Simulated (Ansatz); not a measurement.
# Iridium, simple cubic under r²SCAN: structure, energy and stiffness, part 2 of 2

Aim: take iridium in the simple cubic structure, relax it, solve it on a dense k-mesh, then scale the cell to 7 volumes from 88 to 112 % of the relaxed one and try a fit of the equation of state. The start is ferromagnetic. The k-meshes are 13×13×13 for the relaxation; 20×20×20 for the dense run; 14×14×14 for the volumes.

Ansatz 0.2.0; DFT, r2SCAN, plane waves (500 eV) with PAW, scalar-relativistic.

## (6) Equation of state: 96 %

This is Ir in the simple cubic structure; at room conditions it is fcc.

The input, input.yaml:

```yaml
crystal:
  lattice:
    - [2.5183301941, 0.0, 0.0]
    - [0.0, 2.5183301941, 0.0]
    - [0.0, 0.0, 2.5183301941]
  atoms:
    - { symbol: Ir, position: [0.0, 0.0, 0.0], spin: 1.0 }
hamiltonian:
  xc: r2scan
  pseudopotentials:
    kind: paw
    azcp:
      Ir: "pseudopotentials/Ir.paw.azcp"
basis:
  ecutwfc: 500
  fft_grid_basis: typed
kpoints:
  mp_grid: { grid: [14, 14, 14], shift: [0, 0, 0] }
magnetization:
  spin_polarized: true
scf:
  occupations: { method: fermi_dirac, width: 0.05 }
  lower_state_search: "off"
output:
  stress: true
```

Run with:

```
> ansatz run input.yaml --threads 2 --pin off --max-ram 6144MiB --backend cpu --events-out ev --progress --plain --runs-dir out
```

Standard output, cut to the lines that bear on the results:

```text
Warning: RAYON_NUM_THREADS=2 ignored (pool sized by the plan → 2); use --threads N
[...]
Pseudopotentials: kind: paw
Pseudopotential: Ir, paw, valence charge 17, recommended cutoff 500 eV (meta_gga), <dir>
Functional definition: r2SCAN
[...]
Crystal: 1 atoms, lattice volume = 15.971 Å³
Basis set: ecut = 500 eV, 437 PW (Γ), exchange–correlation on 80×80×80 points (64 copies of the dense FFT grid, shifted against one another)
Bands: 13, of which v1, the nominal top of the filled ones, is band 9 counted from 1 (8 counted from 0)
Symmetry: 48 space group operations
[...]
WARN: the starting moments were not kept: the SCF closed with an absolute magnetisation of 2.8e-6 μB, where they sum to 1 μB in size (1 site). That is at most 0.1 of that sum. Measured as dr2_m measures the in/out step, that magnetisation stands 4.6e-12 eV from none, at or under the [...]
SCF converged after 19 iterations
Magnetization: -0.0000 μB (8.5000 up, 8.5000 down)
Absolute magnetization: 0.0000 μB (∫|ρ↑−ρ↓|, with the PAW one-centre terms)
Spin contamination: 0.0000 ħ² per cell (⟨S²⟩ above its minimum at these occupations)
Per-site moments (μB) at R_I (Å): [(-2.46537711629961e-6, 1.03881120506625)]
Free energy (F): -11947.684359 eV
[...]
E sigma→0 (E₀):  -11947.680149 eV
Entropy (-TS):   -0.008419 eV (-8.419 meV/atom)
Fermi energy:    21.785122 eV
[...]
--- Stress (GPa, compression-positive) ---
       11.418077       0.000000       0.000000
        0.000000      11.418077       0.000000
        0.000000       0.000000      11.418077
  P = ⅓ Tr σ = 11.4181 GPa (114.181 kbar)
```

Wall time 14 s (2 threads of Arm Neoverse N1, shared host); peak memory 0.32 GiB.

## (7) Equation of state: 100 %

Changes to input.yaml since step 6:

```diff
@@ -2,5 +2,5 @@
   lattice:
-    - [2.5183301941, 0.0, 0.0]
-    - [0.0, 2.5183301941, 0.0]
-    - [0.0, 0.0, 2.5183301941]
+    - [2.5528321554, 0.0, 0.0]
+    - [0.0, 2.5528321554, 0.0]
+    - [0.0, 0.0, 2.5528321554]
   atoms:
```

Run with:

```
> ansatz run input.yaml --threads 2 --pin off --max-ram 6144MiB --backend cpu --events-out ev --progress --plain --runs-dir out
```

Standard output, cut to the lines that bear on the results:

```text
Warning: RAYON_NUM_THREADS=2 ignored (pool sized by the plan → 2); use --threads N
[...]
[... 3 set-up lines as earlier in the session ...]
[...]
Crystal: 1 atoms, lattice volume = 16.637 Å³
Basis set: ecut = 500 eV, 437 PW (Γ), exchange–correlation on 80×80×80 points (64 copies of the dense FFT grid, shifted against one another)
Bands: 13, of which v1, the nominal top of the filled ones, is band 9 counted from 1 (8 counted from 0)
[... 1 set-up line as earlier in the session ...]
[...]
WARN: the starting moments were not kept: the SCF closed with an absolute magnetisation of 8.2e-6 μB, where they sum to 1 μB in size (1 site). That is at most 0.1 of that sum. Measured as dr2_m measures the in/out step, that magnetisation stands 3.8e-11 eV from none, at or under the [...]
SCF converged after 19 iterations
Magnetization: -0.0000 μB (8.5000 up, 8.5000 down)
Absolute magnetization: 0.0000 μB (∫|ρ↑−ρ↓|, with the PAW one-centre terms)
Spin contamination: 0.0000 ħ² per cell (⟨S²⟩ above its minimum at these occupations)
Per-site moments (μB) at R_I (Å): [(-7.342150520477244e-6, 1.0530432641025)]
Free energy (F): -11947.705905 eV
[...]
E sigma→0 (E₀):  -11947.701425 eV
Entropy (-TS):   -0.008962 eV (-8.962 meV/atom)
Fermi energy:    20.644195 eV
[...]
--- Stress (GPa, compression-positive) ---
       -0.574136       0.000000       0.000000
        0.000000      -0.574136       0.000000
        0.000000       0.000000      -0.574136
  P = ⅓ Tr σ = -0.5741 GPa (-5.741 kbar)
```

Wall time 14 s (2 threads of Arm Neoverse N1, shared host); peak memory 0.32 GiB.

## (8) Equation of state: 104 %

Changes to input.yaml since step 7:

```diff
@@ -2,5 +2,5 @@
   lattice:
-    - [2.5528321554, 0.0, 0.0]
-    - [0.0, 2.5528321554, 0.0]
-    - [0.0, 0.0, 2.5528321554]
+    - [2.5864259046, 0.0, 0.0]
+    - [0.0, 2.5864259046, 0.0]
+    - [0.0, 0.0, 2.5864259046]
   atoms:
@@ -25 +25,5 @@
   stress: true
+  write_density: true
+  write_potential: true
+  elf: true
+  volumetric_format: npy
```

Run with:

```
> ansatz run input.yaml --threads 2 --pin off --max-ram 6144MiB --backend cpu --events-out ev --progress --plain --runs-dir out
```

Standard output:

```text
Warning: RAYON_NUM_THREADS=2 ignored (pool sized by the plan → 2); use --threads N
[... 9 set-up lines as earlier in the session ...]
Crystal: 1 atoms, lattice volume = 17.302 Å³
Basis set: ecut = 500 eV, 461 PW (Γ), exchange–correlation on 80×80×80 points (64 copies of the dense FFT grid, shifted against one another)
Bands: 13, of which v1, the nominal top of the filled ones, is band 9 counted from 1 (8 counted from 0)
[... 1 set-up line as earlier in the session ...]
Space group: Pm-3m (ITA 221), of the structure as read, at distance tolerance 2.6e-5 Å
Magnetic group: BNS 221.92 (UNI 1594), of the structure as read, at distance tolerance 2.6e-5 Å
k-points: 120 of 2744
[... 5 set-up lines as earlier in the session ...]
Starting moments: Σ|m| = 1 μB on 1 of 1 site
[... 2 set-up lines as earlier in the session ...]
iter 1 solved again at ethr=1.54e-4 eV; its pass at ethr=3.10e-3 eV (dr2=2.62e-2 eV) is discarded
SCF iter   1: F=-11947.642929 eV  HF=-11947.531270 eV  |F-HF|=1.12e-1  |Δ(HF+E_count)|=         —  Δρ=3.92e-2 (↑3.92e-2 ↓3.13e-2)  dr2=2.63e-2  dr2_τ=1.97e-2  dr2_m=1.82e-1  M=0.496 μB ∫|m|=0.496 μB  β_m=0.30  ethr=1.54e-4  ⟨swp⟩=1.0  Hψ=24177  notcnv=0
preconditioner: auto → none  [metal: Δε(μ)=0.006 eV  Ē_g=13.154 eV  σ=0.050 eV  W_gap=0.03  n_scr=6 (ndim 8)  ℏωp=26.8 eV  f_vac=0.000  D(μ)=1.47/eV (n_scr^D=18)  sad-step TF]
SCF iter   2: F=-11947.654928 eV  HF=-11947.599609 eV  |F-HF|=5.53e-2  |Δ(HF+E_count)|=   6.83e-2  Δρ=2.92e-2 (↑2.92e-2 ↓2.47e-2)  dr2=1.51e-2  dr2_τ=2.63e-3  dr2_m=1.05e-1  M=0.451 μB ∫|m|=0.452 μB  β_m=0.30  ethr=1.54e-4  ⟨swp⟩=2.5  Hψ=5861  notcnv=0  κ⁻¹=1.0e0(r=1)
SCF iter   3: F=-11947.662068 eV  HF=-11947.631677 eV  |F-HF|=3.04e-2  |Δ(HF+E_count)|=   3.21e-2  Δρ=2.12e-2 (↑2.12e-2 ↓1.96e-2)  dr2=3.02e-3  dr2_τ=1.55e-3  dr2_m=6.44e-2  M=0.403 μB ∫|m|=0.405 μB  β_m=0.30  ethr=8.86e-5  ⟨swp⟩=2.7  Hψ=6174  notcnv=0  κ⁻¹=2.2e-1(r=2)
SCF iter   4: F=-11947.666442 eV  HF=-11947.648364 eV  |F-HF|=1.81e-2  |Δ(HF+E_count)|=   1.67e-2  Δρ=1.61e-2 (↑1.58e-2 ↓1.61e-2)  dr2=1.39e-4  dr2_τ=9.21e-4  dr2_m=4.04e-2  M=0.361 μB ∫|m|=0.365 μB  β_m=0.30  ethr=1.77e-5  ⟨swp⟩=2.3  Hψ=6739  notcnv=0  κ⁻¹=2.5e-3(r=3)
SCF iter   5: F=-11947.669408 eV  HF=-11947.657219 eV  |F-HF|=1.22e-2  |Δ(HF+E_count)|=   8.86e-3  Δρ=1.29e-2 (↑1.29e-2 ↓1.28e-2)  dr2=8.23e-6  dr2_τ=5.67e-4  dr2_m=2.61e-2  M=0.325 μB ∫|m|=0.329 μB  β_m=0.30  ethr=8.19e-7  ⟨swp⟩=2.1  Hψ=5718  notcnv=0  κ⁻¹=8.4e-5(r=4)
SCF iter   6: F=-11947.671709 eV  HF=-11947.663232 eV  |F-HF|=8.48e-3  |Δ(HF+E_count)|=   6.01e-3  Δρ=1.05e-2 (↑1.05e-2 ↓1.05e-2)  dr2=6.27e-6  dr2_τ=3.70e-4  dr2_m=1.74e-2  M=0.292 μB ∫|m|=0.297 μB  β_m=0.30  ethr=4.84e-8  ⟨swp⟩=2.0  Hψ=5203  notcnv=0  κ⁻¹=2.4e-6(r=5)
SCF iter   7: F=-11947.673550 eV  HF=-11947.667424 eV  |F-HF|=6.13e-3  |Δ(HF+E_count)|=   4.19e-3  Δρ=8.72e-3 (↑8.72e-3 ↓8.71e-3)  dr2=7.46e-6  dr2_τ=2.50e-4  dr2_m=1.20e-2  M=0.263 μB ∫|m|=0.269 μB  β_m=0.30  ethr=3.69e-8  ⟨swp⟩=2.0  Hψ=5194  notcnv=0  κ⁻¹=1.9e-7(r=6)
SCF iter   8: F=-11947.675050 eV  HF=-11947.670475 eV  |F-HF|=4.58e-3  |Δ(HF+E_count)|=   3.05e-3  Δρ=7.40e-3 (↑7.40e-3 ↓7.32e-3)  dr2=2.20e-6  dr2_τ=1.74e-4  dr2_m=8.58e-3  M=0.237 μB ∫|m|=0.244 μB  β_m=0.30  ethr=3.69e-8  ⟨swp⟩=2.0  Hψ=5173  notcnv=0  κ⁻¹=2.9e-8(r=7)
SCF iter   9: F=-11947.676287 eV  HF=-11947.672768 eV  |F-HF|=3.52e-3  |Δ(HF+E_count)|=   2.29e-3  Δρ=6.34e-3 (↑6.34e-3 ↓6.26e-3)  dr2=3.24e-6  dr2_τ=1.25e-4  dr2_m=6.29e-3  M=0.214 μB ∫|m|=0.221 μB  β_m=0.30  ethr=1.29e-8  ⟨swp⟩=2.2  Hψ=5300  notcnv=0  κ⁻¹=2.2e-8(r=8)
SCF iter  10: F=-11947.677318 eV  HF=-11947.674541 eV  |F-HF|=2.78e-3  |Δ(HF+E_count)|=   1.77e-3  Δρ=5.47e-3 (↑5.45e-3 ↓5.47e-3)  dr2=3.03e-7  dr2_τ=9.15e-5  dr2_m=4.73e-3  M=0.194 μB ∫|m|=0.200 μB  β_m=0.85  ethr=1.29e-8  ⟨swp⟩=2.3  Hψ=5439  notcnv=0
Mixer restart at iter 10: flushing history
spin-set hold released at iteration 10 (site moments contracting): the magnetisation degrees of freedom join the quasi-Newton model from the next iteration; the mixer history was flushed
SCF iter  11: F=-11947.679544 eV  HF=-11947.678057 eV  |F-HF|=1.49e-3  |Δ(HF+E_count)|=   3.52e-3  Δρ=3.52e-3 (↑3.46e-3 ↓3.52e-3)  dr2=1.49e-6  dr2_τ=2.23e-4  dr2_m=1.93e-3  M=0.143 μB ∫|m|=0.149 μB  β_m=1.20  ethr=5.88e-10  ⟨swp⟩=12.2  Hψ=26649  notcnv=0  κ⁻¹=1.0e0(r=1)
SCF iter  12: F=-11947.682429 eV  HF=-11947.681042 eV  |F-HF|=1.39e-3  |Δ(HF+E_count)|=   2.99e-3  Δρ=1.43e-3 (↑1.39e-3 ↓1.43e-3)  dr2=1.16e-6  dr2_τ=6.03e-5  dr2_m=3.14e-4  M=0.054 μB ∫|m|=0.058 μB  β_m=0.69  ethr=1.78e-9  ⟨swp⟩=4.1  Hψ=8394  notcnv=0  κ⁻¹=1.1e-1(r=2)
SCF iter  13: F=-11947.683078 eV  HF=-11947.682185 eV  |F-HF|=8.93e-4  |Δ(HF+E_count)|=   1.14e-3  Δρ=3.15e-4 (↑3.09e-4 ↓3.15e-4)  dr2=1.14e-7  dr2_τ=2.16e-6  dr2_m=1.54e-5  M=-0.001 μB ∫|m|=0.002 μB  β_m=1.20  ethr=1.78e-9  ⟨swp⟩=4.0  Hψ=8793  notcnv=0  κ⁻¹=5.1e-3(r=3)
SCF iter  14: F=-11947.683058 eV  HF=-11947.682754 eV  |F-HF|=3.04e-4  |Δ(HF+E_count)|=   5.69e-4  Δρ=2.94e-4 (↑2.84e-4 ↓2.94e-4)  dr2=1.00e-7  dr2_τ=2.28e-6  dr2_m=1.32e-5  M=0.011 μB ∫|m|=0.012 μB  β_m=1.20  ethr=5.88e-10  ⟨swp⟩=10.2  Hψ=22521  notcnv=0  κ⁻¹=4.7e-4(r=4)
SCF iter  15: F=-11947.683085 eV  HF=-11947.682938 eV  |F-HF|=1.47e-4  |Δ(HF+E_count)|=   1.84e-4  Δρ=6.25e-5 (↑6.25e-5 ↓5.37e-5)  dr2=1.97e-8  dr2_τ=9.04e-8  dr2_m=5.25e-7  M=0.000 μB ∫|m|=0.001 μB  β_m=1.20  ethr=5.88e-10  ⟨swp⟩=10.9  Hψ=23932  notcnv=0  κ⁻¹=2.2e-5(r=5)
SCF iter  16: F=-11947.683086 eV  HF=-11947.683011 eV  |F-HF|=7.44e-5  |Δ(HF+E_count)|=   7.32e-5  Δρ=2.33e-5 (↑2.33e-5 ↓2.23e-5)  dr2=1.37e-8  dr2_τ=1.14e-8  dr2_m=7.18e-8  M=0.002 μB ∫|m|=0.002 μB  β_m=1.20  ethr=1.16e-10  ⟨swp⟩=8.6  Hψ=20112  notcnv=0  κ⁻¹=4.7e-6(r=6)
SCF iter  17: F=-11947.683087 eV  HF=-11947.683087 eV  |F-HF|=5.89e-7  |Δ(HF+E_count)|=   7.54e-5  Δρ=8.03e-6 (↑8.03e-6 ↓8.03e-6)  dr2=2.29e-10  dr2_τ=1.80e-9  dr2_m=1.01e-8  M=0.000 μB ∫|m|=0.000 μB  β_m=1.20  ethr=8.06e-11  ⟨swp⟩=9.7  Hψ=21521  notcnv=0  κ⁻¹=1.2e-7(r=7)
SCF iter  18: F=-11947.683087 eV  HF=-11947.683087 eV  |F-HF|=1.04e-8  |Δ(HF+E_count)|=   6.11e-7  Δρ=6.34e-7 (↑6.34e-7 ↓5.07e-7)  dr2=4.75e-11  dr2_τ=4.64e-12  dr2_m=1.65e-11  M=0.000 μB ∫|m|=0.000 μB  ethr=1.35e-12  ⟨swp⟩=7.0  Hψ=14329  notcnv=0
WARN: the starting moments were not kept: the SCF closed with an absolute magnetisation of 3.7e-5 μB, where they sum to 1 μB in size (1 site). That is at most 0.1 of that sum. Measured as dr2_m measures the in/out step, that magnetisation stands 6.9e-10 eV from none, at or under the dr2_threshold of 1.0e-7 eV: it is no larger than a step whose dr2_m would equal this threshold. The system may hold no moment; this SCF shows only that its start led to no more than that. To try another start: raise the starting moments (crystal.atoms[].spin, magnetization.per_species, magnetization.initial_magnetization, or on a non-collinear deck that types none of these the spinor_matrix: blocks that start its atoms; where the total moment is fixed, keep their sum and leave initial_magnetization as it is; typed ones take the place of any that the run laid by itself, positive ones on a crystal's lanthanoids without a Hubbard term where scf.initial_density.shell_occupations: [] is typed) or, if the notice of its spin-set hold's release reads "site moments contracting" or "site moments show no strong build", lengthen the hold (scf.mixing.spin_hold: { on: { confirm: 4 } }; for m-r²SCAN on two components see the key's manual first). Each may lead to a state that holds a moment. A second SCF, from the converged charge density, with the starting moments and any scf.initial_density.shell_occupations laid on it anew, would have followed, and was not run: the deck does not ask for one (magnetization.retry_lost_moments is false, the default). To let it run, set magnetization.retry_lost_moments: true and run the deck again, where that key's refused combinations let it; where memory then withholds it, that run's warning says so.
SCF 1 converged in 18 iterations: F = -11947.683087 eV  dr2 = 4.75e-11
this state was not tested for a lower state beside it, because the mixer in use, unlike msr1, does not test its closes by its own steps (another_mixer; see scf.mixing.algorithm and scf.lower_state_search)
SCF converged after 18 iterations
Magnetization: 0.0000 μB (8.5000 up, 8.5000 down)
Absolute magnetization: 0.0000 μB (∫|ρ↑−ρ↓|, with the PAW one-centre terms)
Spin contamination: 0.0000 ħ² per cell (⟨S²⟩ above its minimum at these occupations)
Per-site moments (μB) at R_I (Å): [(3.355597538417938e-5, 1.0669006856475)]
Free energy (F): -11947.683087 eV
Harris-Foulkes:  -11947.683087 eV  (|F-HF|=1.04e-8)
Internal energy: -11947.673480 eV  (E = F + TS)
E sigma→0 (E₀):  -11947.678283 eV
Entropy (-TS):   -0.009608 eV (-9.608 meV/atom)
Fermi energy:    19.588022 eV
--- Per-component energies (eV) ---
  E_band       = -186.867587
  E_kinetic    = 621.428816
  E_local      = -1383.098904  (includes V_loc(G=0)·N_el)
  E_nonlocal   = 75.882325
  E_hartree    = 524.849045
  E_xc         = -253.704464
  E_vxc        = -331.014799  (∫ρ·V_xc dr)
  E_paw        = -9250.141445  (= ΣΔE_a)
  E_vpaw       = -240.434106  (= ΣTr[D̂ρ^β])
  E_aug_tail   = -0.000000  (compensation charges beyond the density's cutoff)
  E_vtau       = 20.670998  (kinetic-family band-sum trace: ∫τ·v_τ [+ j·A + Jᵃ·Aᵃ] dr)
  E_ewald      = -2282.571960
  E_core_change = -0.316894  (= ΣΔE_core)
  E_smearing   = -0.009608  (= −TS)
  E_closure    = 0.000000  (closes the sum)
  Σ components = -11947.683087   (vs F -11947.683087, Δ=0.00e0)
--- Stress (GPa, compression-positive) ---
      -10.036117      -0.000000       0.000000
        0.000000     -10.036117       0.000000
        0.000000       0.000000     -10.036117
  P = ⅓ Tr σ = -10.0361 GPa (-100.361 kbar)
--- Band table (eV; the first three rows and the last of 240) ---
  k-point 0 ↑: bands = ["-74.5529", "-30.4650", "-30.4650", "-30.4650", "10.4314", "13.5664", "13.5664", "20.8523", "20.8523", "20.8523", "35.5251", "35.5251", "35.5251"]
  k-point 1 ↑: bands = ["-74.5505", "-30.5026", "-30.4618", "-30.4618", "10.5928", "13.5994", "13.7215", "20.6791", "20.6791", "20.8655", "34.5457", "35.8242", "35.8242"]
  k-point 2 ↑: bands = ["-74.5438", "-30.6072", "-30.4532", "-30.4532", "11.0336", "13.6931", "14.2004", "20.2228", "20.2228", "20.9027", "32.5785", "36.6441", "36.6441"]
  k-point 119 ↓: bands = ["-74.4106", "-31.0321", "-31.0321", "-31.0321", "14.4134", "14.4134", "14.4134", "23.1467", "23.1467", "29.5360", "30.5519", "30.5519", "30.5519"]
```

Run time: 19 s. Hardware: 2 threads of Arm Neoverse N1, shared host; peak memory 0.32 GiB.

Density in a lattice plane of the grid's cell (edges 2.59 and 2.59 Å, at 0.000 of the third edge), which holds Ir. It is the smooth density of the valence electrons, not physical close to the nuclei.

Values in e/Å³, 12 rows by 12 columns:
```
8.84 8.52 6.65 3.62 1.46 0.68 0.53 0.68 1.46 3.62 6.65 8.52
7.29 6.65 4.73 2.42 1.02 0.54 0.43 0.54 1.02 2.42 4.73 6.65
4.12 3.62 2.42 1.26 0.63 0.39 0.33 0.39 0.63 1.26 2.42 3.62
1.66 1.46 1.02 0.63 0.39 0.27 0.24 0.27 0.39 0.63 1.02 1.46
0.74 0.68 0.54 0.39 0.27 0.21 0.19 0.21 0.27 0.39 0.54 0.68
0.57 0.53 0.43 0.33 0.24 0.19 0.17 0.19 0.24 0.33 0.43 0.53
0.74 0.68 0.54 0.39 0.27 0.21 0.19 0.21 0.27 0.39 0.54 0.68
1.66 1.46 1.02 0.63 0.39 0.27 0.24 0.27 0.39 0.63 1.02 1.46
4.12 3.62 2.42 1.26 0.63 0.39 0.33 0.39 0.63 1.26 2.42 3.62
7.29 6.65 4.73 2.42 1.02 0.54 0.43 0.54 1.02 2.42 4.73 6.65
8.84 8.52 6.65 3.62 1.46 0.68 0.53 0.68 1.46 3.62 6.65 8.52
8.87 8.84 7.29 4.12 1.66 0.74 0.57 0.74 1.66 4.12 7.29 8.84
```
Columns run along the first of these edges and rows up along the second, over one cell in 12 and 12 even steps from the bottom left corner. Atoms in the plane (fractional): Ir at (0.00, 0.00).

## (9) Equation of state: 108 %

Changes to input.yaml since step 8:

```diff
@@ -2,5 +2,5 @@
   lattice:
-    - [2.5864259046, 0.0, 0.0]
-    - [0.0, 2.5864259046, 0.0]
-    - [0.0, 0.0, 2.5864259046]
+    - [2.619168949, 0.0, 0.0]
+    - [0.0, 2.619168949, 0.0]
+    - [0.0, 0.0, 2.619168949]
   atoms:
@@ -25,5 +25 @@
   stress: true
-  write_density: true
-  write_potential: true
-  elf: true
-  volumetric_format: npy
```

Run with:

```
> ansatz run input.yaml --threads 2 --pin off --max-ram 6144MiB --backend cpu --events-out ev --progress --plain --runs-dir out
```

Standard output, cut to the lines that bear on the results:

```text
Warning: RAYON_NUM_THREADS=2 ignored (pool sized by the plan → 2); use --threads N
[...]
[... 3 set-up lines as earlier in the session ...]
[...]
Crystal: 1 atoms, lattice volume = 17.968 Å³
Basis set: ecut = 500 eV, 461 PW (Γ), exchange–correlation on 80×80×80 points (64 copies of the dense FFT grid, shifted against one another)
Bands: 13, of which v1, the nominal top of the filled ones, is band 9 counted from 1 (8 counted from 0)
[... 1 set-up line as earlier in the session ...]
[...]
WARN: the starting moments were not kept: the SCF closed with an absolute magnetisation of 5.9e-5 μB, where they sum to 1 μB in size (1 site). That is at most 0.1 of that sum. Measured as dr2_m measures the in/out step, that magnetisation stands 1.6e-9 eV from none, at or under the [...]
SCF converged after 20 iterations
Magnetization: 0.0001 μB (8.5000 up, 8.5000 down)
Absolute magnetization: 0.0001 μB (∫|ρ↑−ρ↓|, with the PAW one-centre terms)
Spin contamination: 0.0000 ħ² per cell (⟨S²⟩ above its minimum at these occupations)
Per-site moments (μB) at R_I (Å): [(5.5234808267146816e-5, 1.0804071914625)]
Free energy (F): -11947.625348 eV
[...]
E sigma→0 (E₀):  -11947.620156 eV
Entropy (-TS):   -0.010383 eV (-10.383 meV/atom)
Fermi energy:    18.609123 eV
[...]
--- Stress (GPa, compression-positive) ---
      -17.464996       0.000000       0.000000
        0.000000     -17.464996       0.000000
        0.000000       0.000000     -17.464996
  P = ⅓ Tr σ = -17.4650 GPa (-174.650 kbar)
```

Run time: 17 s. Hardware: 2 threads of Arm Neoverse N1, shared host; peak memory 0.32 GiB.

## (10) Equation of state: 112 %

Changes to input.yaml since step 9:

```diff
@@ -2,5 +2,5 @@
   lattice:
-    - [2.619168949, 0.0, 0.0]
-    - [0.0, 2.619168949, 0.0]
-    - [0.0, 0.0, 2.619168949]
+    - [2.651113182, 0.0, 0.0]
+    - [0.0, 2.651113182, 0.0]
+    - [0.0, 0.0, 2.651113182]
   atoms:
```

Run with:

```
> ansatz run input.yaml --threads 2 --pin off --max-ram 6144MiB --backend cpu --events-out ev --progress --plain --runs-dir out
```

Standard output, cut to the lines that bear on the results:

```text
Warning: RAYON_NUM_THREADS=2 ignored (pool sized by the plan → 2); use --threads N
[...]
[... 3 set-up lines as earlier in the session ...]
[...]
Crystal: 1 atoms, lattice volume = 18.633 Å³
Basis set: ecut = 500 eV, 461 PW (Γ), exchange–correlation on 80×80×80 points (64 copies of the dense FFT grid, shifted against one another)
Bands: 13, of which v1, the nominal top of the filled ones, is band 9 counted from 1 (8 counted from 0)
[... 1 set-up line as earlier in the session ...]
[...]
WARN: the starting moments were not kept: the SCF closed with an absolute magnetisation of 1.0e-5 μB, where they sum to 1 μB in size (1 site). That is at most 0.1 of that sum. Measured as dr2_m measures the in/out step, that magnetisation stands 5.3e-11 eV from none, at or under the [...]
SCF converged after 20 iterations
Magnetization: 0.0000 μB (8.5000 up, 8.5000 down)
Absolute magnetization: 0.0000 μB (∫|ρ↑−ρ↓|, with the PAW one-centre terms)
Spin contamination: 0.0000 ħ² per cell (⟨S²⟩ above its minimum at these occupations)
Per-site moments (μB) at R_I (Å): [(6.050140776566761e-6, 1.093584187575)]
Free energy (F): -11947.540272 eV
[...]
E sigma→0 (E₀):  -11947.534631 eV
Entropy (-TS):   -0.011283 eV (-11.283 meV/atom)
Fermi energy:    17.700723 eV
[...]
--- Stress (GPa, compression-positive) ---
      -23.254145      -0.000000       0.000000
        0.000000     -23.254145       0.000000
        0.000000       0.000000     -23.254145
  P = ⅓ Tr σ = -23.2541 GPa (-232.541 kbar)
```

Run time: 17 s. Hardware: 2 threads of Arm Neoverse N1, shared host; peak memory 0.32 GiB.

## (11) Fitting the volumes

All volumes keep the relaxed shape and fractional coordinates.

| V (Å³/atom) | E − E₀ (meV/atom) | P from the stress (GPa) | P from the fit (GPa) |
| --- | --- | --- | --- |
| 14.640 | 247.3 | 45.87 | 45.83 |
| 15.306 | 98.7 | 26.60 | 26.52 |
| 15.971 | 21.3 | 11.42 | 11.33 |
| 16.637 | 0.0 | -0.57 | -0.64 |
| 17.302 | 23.2 | -10.04 | -10.10 |
| 17.968 | 81.3 | -17.46 | -17.56 |
| 18.633 | 166.8 | -23.25 | -23.44 |

A third-order Birch-Murnaghan fit gives V₀ = 16.597 Å³/atom, B₀ = 269 GPa and B₀′ = 4.9; it misses no point by more than 0.07 meV/atom.

Fit and stress differ a little: one follows E(σ → 0), the other the smeared free energy.

## (12) Results

What follows sums up all 2 parts.

```
                      quantity                         value
space group (spins left aside)               Pm-3m (No. 221)
             conventional cell                   a = 2.553 Å
                        volume                16.637 Å³/atom
             shortest distance                       2.553 Å
               gap on the mesh  none (levels filled in part)
                magnetic state                  non-magnetic
               relative to fcc                +1034 meV/atom
                   V₀, B₀, B₀′  16.597 Å³/atom, 269 GPa, 4.9
```

What this shows: The relaxation enlarged the cell by 8.9 % in volume. Against the reference form of iridium (fcc, computed apart with the same settings) it stands 1034 meV/atom higher, so it is far from stable. The moments die out: the run ends non-magnetic. No gap shows: it is a metal or semimetal at this level. The fitted modulus is 269 GPa. Relaxation kept the symmetry; phonons were not checked.
